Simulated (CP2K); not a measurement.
Runs of CP2K 2026.2 on Sn. The structure is tetragonal, space group I4_1/amd (No. 141). The conventional cell has a = 5.880 Å, b = 5.880 Å, c = 3.199 Å, α = 90.00°, β = 90.00°, γ = 90.00°. Around Sn (site symmetry -4m2) lie 6 Sn at 3.05 to 3.20 Å. 

```csv
task,level,potentials or basis,cell,k mesh,smearing,EPS_DEFAULT,k points reduced by the point group,NGRIDS,basis sets,potentials,gap on the mesh (eV),pressure (GPa)
band structure,PBEsol,POTENTIAL_UZH Sn GTH-PBE-q4; TZVP-MOLOPT-PBE-GTH basis,as given,9 × 9 × 9,fermi-dirac 0.05 eV,1.0E-9,yes,5,Sn TZVP-MOLOPT-PBE-GTH-q4,Sn GTH-PBE-q4 of POTENTIAL_UZH,none,1.8
band structure,PBE,POTENTIAL_UZH Sn GTH-PBE-q4; TZVP-MOLOPT-PBE-GTH basis,as given,9 × 9 × 9,fermi-dirac 0.05 eV,1.0E-9,yes,5,Sn TZVP-MOLOPT-PBE-GTH-q4,Sn GTH-PBE-q4 of POTENTIAL_UZH,none,2.4
band structure,TB-mBJ,POTENTIAL_UZH Sn GTH-PBE-q4; TZVP-MOLOPT-PBE-GTH basis,as given,9 × 9 × 9,fermi-dirac 0.01 eV,1.0E-10,yes,4,Sn TZVP-MOLOPT-PBE-GTH-q4,Sn GTH-PBE-q4 of POTENTIAL_UZH,none,-
band structure,r2SCAN,POTENTIAL_UZH Sn GTH-SCAN-q4; TZVP-MOLOPT-SCAN-GTH basis,as given,9 × 9 × 9,fermi-dirac 0.05 eV,1.0E-9,yes,4,Sn TZVP-MOLOPT-SCAN-GTH-q4,Sn GTH-SCAN-q4 of POTENTIAL_UZH,none,(b)
band structure,PBE,POTENTIAL_UZH Sn GTH-PBE-q4; TZVP-MOLOPT-PBE-GTH basis,as given,9 × 9 × 9,fermi-dirac 0.1 eV,1.0E-9,yes,4,Sn TZVP-MOLOPT-PBE-GTH-q4,Sn GTH-PBE-q4 of POTENTIAL_UZH,none,(a)
relaxation of cell and atoms,LDA,GTH_POTENTIALS Sn GTH-PADE-q4; TZVP-MOLOPT-PBE-GTH basis,relaxed,7 × 7 × 7,fermi-dirac 0.0259 eV,1.0E-9,-,4,Sn TZVP-MOLOPT-PBE-GTH-q4,Sn GTH-PADE-q4 of GTH_POTENTIALS,none,0.0
band structure,LDA,GTH_POTENTIALS Sn GTH-PADE-q4; TZVP-MOLOPT-PBE-GTH basis,as given,9 × 9 × 9,fermi-dirac 0.0259 eV,1.0E-10,yes,5,Sn TZVP-MOLOPT-PBE-GTH-q4,Sn GTH-PADE-q4 of GTH_POTENTIALS,none,-3.1
```

Alike in all rows: no spin polarisation.

**Question.** Fill in the values left out.

**Answer.** (a) 2.5; (b) -3.5.

Caveats: the basis of atomic orbitals isn't converged, which shifts pressures, moduli and gaps; spin-orbit coupling is left out, which moves the levels of the heavy elements (some runs); the potentials were made for another functional, which shifts forces and pressure (some runs); this is a model potential without an energy functional, so only levels have meaning (some runs); the printed path begins after the first move (some runs).

A k mesh can miss the band edges, and the runs leave out spin-orbit coupling on Sn.

A gap of «none» marks a metal or a gap under the smearing width.
